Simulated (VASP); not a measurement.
A run of VASP 6.6.1 is set up as follows.

File INCAR:

```
SYSTEM = NbC
PREC = Accurate
ENCUT = 600
EDIFF = 1E-6
ISMEAR = 1
SIGMA = 0.1
LREAL = .False.
LASPH = .True.
NELM = 80
ALGO = Normal
ISIF = 3
LWAVE = .False.
LCHARG = .False.
IBRION = 2
NSW = 90
EDIFFG = -0.01
```

The input KPOINTS:

```
Automatic mesh
0
Gamma
  14 14 14
  0 0 0
```

Contents of POSCAR:

```
NbC
1.0
    0.0000000000      2.2345500000      2.2345500000
    2.2345500000      0.0000000000      2.2345500000
    2.2345500000      2.2345500000      0.0000000000
Nb C
1 1
Direct
    0.0000000000      0.0000000000      0.0000000000
    0.5000000000      0.5000000000      0.5000000000
```

Potentials or basis: VASP PAW LDA potentials, release 64 (Nb_sv, C).

The run is started by

```bash
$ cat potpaw_LDA.64/Nb_sv/POTCAR potpaw_LDA.64/C/POTCAR > POTCAR
$ mpirun -np 1 vasp_std > vasp.out
```

(1) Predict the relaxed cell.

(2) Predict the band gap on the k mesh.

(3) What does it give for the space group after relaxing (to 0.05 Å)?

Results:

(1) a = 3.130 Å, b = 3.130 Å, c = 3.130 Å, α = 60.00°, β = 60.00°, γ = 60.00°.

(2) none (metal or under the smearing width).

(3) Fm-3m (No. 225).
